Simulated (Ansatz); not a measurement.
## In₂O₃: the change of pressure with volume per atom

All results are calculated (Ansatz 0.2.0). Density functional stress and forces at fixed atoms, pressure and stress positive in compression, spin-unpolarised plane waves.

Cell of the first row (space group R-3c, No. 167):
```
In2O3
1.0
      2.6712     1.5422     4.7087
     -2.6712     1.5422     4.7087
      0.0000    -3.0844     4.7087
In O
4 6
Direct
  0.85828 0.85828 0.85828
  0.35828 0.35828 0.35828
  0.14172 0.14172 0.14172
  0.64172 0.64172 0.64172
  0.45488 0.04512 0.75000
  0.04512 0.75000 0.45488
  0.54512 0.95488 0.25000
  0.25000 0.54512 0.95488
  0.95488 0.25000 0.54512
  0.75000 0.45488 0.04512
```

Settings of every row: periodic directions 3; functional r2SCAN; spin orbit no; potentials PAW; wave cutoff 500 eV; k mesh 6x6x6; smearing width 0 eV.

Limits: the cell comes from a prototype or a list of computed structures and needn't be the stable phase.

| row | volume per atom (Å³) | pressure (GPa) |
| --- | --- | --- |
| 1 | 11.639 | 20.17 |
| 2 | 12.002 | ? |
| 3 | 12.374 | 5.8 |
| 4 | 12.752 | 0 |
| 5 | 13.139 | -5 |
| 6 | 13.533 | -9.3 |
| 7 | 13.935 | -12.97 |

Question: what pressure should row 2 give?

Worked fit of pressure. Take u = (V_r/V)^(2/3) − 1 with V_r = 12.945 Å³ an atom, which is twice the finite (Eulerian) strain; such expansions in the strain, on which the Birch-Murnaghan equation of state is built, carry the rest volume and the bulk modulus. The shown rows have u = 0.07347, 0.03053, 0.01006, -0.00987, -0.02918, -0.04794. Least squares give pressure = −2.597 + 251.3 × u + 755.9 × u² + 566 × u³ GPa; a parabola predicts inner rows, each left out in turn, worse (root mean square 0.038 against 0.011 GPa). The rows lie off it by 0.00, 0.00, -0.01, 0.00, 0.00, 0.00. The pressure vanishes at u = 0.0100, or V = 12.75 Å³ an atom, and there the bulk modulus with atoms relaxed is B = −V dP/dV = (2/3)(1 + u) dP/du = 180 GPa. The withheld row has u = 0.05172, so the fit gives −2.597 + 251.3 × (0.05172) + 755.9 × (0.05172)² + 566 × (0.05172)³ = 12.50 GPa.

The calculation gave 12.49 GPa. The fit lies 0.01 GPa (0.03 % of the column's range) above it, one unit of the last digit.
